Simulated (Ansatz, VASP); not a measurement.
# One calculation of Cd, two programs

Contents of INCAR:

```
SYSTEM = Cd
PREC = Accurate ; ENCUT = 520
EDIFF = 1E-6 ; ISMEAR = -1
SIGMA = 0.08 ; LREAL = .FALSE.
LASPH = .TRUE. ; NELM = 80
ALGO = Normal ; ISIF = 2
LWAVE = .FALSE. ; LCHARG = .FALSE.
GGA = PE ; NBANDS = 12
```

Contents of KPOINTS:

```
regular mesh
0
G
  14 14 14
  0 0 0
```

POSCAR

```
Cd
1.0
    0.0000000000      1.6981725382      1.6981725382
    1.6981725382      0.0000000000      1.6981725382
    1.6981725382      1.6981725382      0.0000000000
Cd
1
Direct
    0.0000000000      0.0000000000      0.0000000000
```

Input for Ansatz:

```yaml
crystal:
  lattice:
    - [0.0, 1.6981725382, 1.6981725382]
    - [1.6981725382, 0.0, 1.6981725382]
    - [1.6981725382, 1.6981725382, 0.0]
  atoms:
    - { symbol: Cd, position: [0.0, 0.0, 0.0] }
kpoints:
  mp_grid: { grid: [14, 14, 14] }
  band_path:
    path:
      - [0.0, 0.0, 0.0]
      - [0.5, 0.0, 0.5]
      - [0.625, 0.25, 0.625]
      - [0.375, 0.375, 0.75]
      - [0.0, 0.0, 0.0]
      - [0.5, 0.5, 0.5]
      - [0.5, 0.25, 0.75]
      - [0.5, 0.0, 0.5]
    npoints: 8
scf:
  occupations: { method: fermi_dirac, width: 0.08 }
hamiltonian:
  xc: pbe
  pseudopotentials: { kind: paw }
output:
  forces: true
  stress: true
  eigenvalues: true
  populations: true
  dos: { projected: true, de: 0.2, e_range: [-14, 8] }
```

Change from the starting cell: volume scaled by 0.43, PAW files.

Alike in both runs: task single point; functional PBE; k mesh 14 × 14 × 14; occupations fermi-dirac, width 0.08 eV; no spin polarisation.

```csv
,VASP,Ansatz
version,VASP 6.6.1,Ansatz 0.2.0
potentials or method,"VASP PAW PBE potentials, release 64 (Cd)","PAW with Ansatz's default frozen-core files, scalar-relativistic"
plane-wave cutoff (eV),520,420
valence electrons in the cell,12,20
```

Ansatz gave:

```
pressure (GPa) : 383.9
```

Estimate VASP's values.

pressure (GPa): 402.3.

The two sets of potentials don't hold the same shells in valence.

Caveats: the cell as given lies far from equilibrium; so large a pressure means that the cell lies far from this level's equilibrium, or that cutoff or potentials fall short (VASP).
